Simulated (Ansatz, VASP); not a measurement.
ZnO: VASP beside Ansatz

Contents of INCAR:

```
SYSTEM = ZnO
PREC = Accurate
ENCUT = 520
EDIFF = 1E-6
ISMEAR = 0
SIGMA = 0.05
LREAL = .False.
LASPH = .True.
NELM = 60
ALGO = Fast
ISIF = 2
LWAVE = .False.
LCHARG = .False.
GGA = CA
```

KPOINTS

```
Automatic mesh
0
Gamma
  9 9 4
  0 0 0
```

The input POSCAR:

```
ZnO
1.0
    3.2879671587      0.0000000000      0.0000000000
   -1.6439835793      2.8474630862      0.0000000000
    0.0000000000      0.0000000000      7.1304413500
Zn O
2 2
Cartesian
    0.0000000000      0.0000000000      1.7826103375
    0.0000000000      0.0000000000      5.3478310125
    1.6439835795      0.9491543620      5.3478310125
   -0.0000000001      1.8983087242      1.7826103375
```

The input input.yaml:

```yaml
crystal:
  lattice:
    - [3.2879671587, 0.0, 0.0]
    - [-1.6439835793, 2.8474630862, 0.0]
    - [0.0, 0.0, 7.13044135]
  atoms:
    - { symbol: Zn, position: [0.0, 0.0, 0.25] }
    - { symbol: Zn, position: [0.0, 0.0, 0.75] }
    - { symbol: O, position: [0.6666666667, 0.3333333333, 0.75] }
    - { symbol: O, position: [0.3333333333, 0.6666666667, 0.25] }
hamiltonian:
  xc: lda
  pseudopotentials: { kind: paw }
kpoints:
  mp_grid: { grid: [9, 9, 4] }
scf:
  occupations: { method: gaussian, width: 0.05 }
output:
  forces: true
  stress: true
  eigenvalues: true
```

Measurements of this composition are mostly on another form, of space group No. 186.

Alike in both runs: task single point; functional LDA; k mesh 9 × 9 × 4; occupations gaussian, width 0.05 eV; no spin polarisation.

|  | VASP | Ansatz |
| --- | --- | --- |
| version | VASP 6.6.1 | Ansatz 0.2.0 |
| potentials or method | VASP PAW LDA potentials, release 54 (Zn, O) | Ansatz PAW |
| plane-wave cutoff (eV) | 520 | 420 |
| valence electrons in the cell | 36 | 36 |

|  | VASP | Ansatz | Ansatz less VASP |
| --- | --- | --- | --- |
| gap on the k mesh at the Fermi level (eV) | 0.76 | 0.75 | -0.012 |
| least direct gap on the mesh (eV) | 0.76 | 0.75 | -0.012 |
| pressure (GPa) | -7.5 | -8.2 | -0.64 |
| largest component of the traceless stress (GPa) | 5.59 | 6.43 | +0.838 |

Caveats: an odd mesh through Γ misses points on the zone boundary, where band edges often lie (VASP); odd divisions of the mesh miss points on the zone boundary, where band edges often lie, so the gap on the mesh can be too wide (Ansatz); the pressure holds a Pulay correction of +0.6 GPa for the finite cutoff (Ansatz); the PAW data sets come from PBE, with cores solved anew for the run's functional, which leaves a small shift of forces and pressure (Ansatz). A hybrid or GW would open this gap; LDA tends to underestimate it.
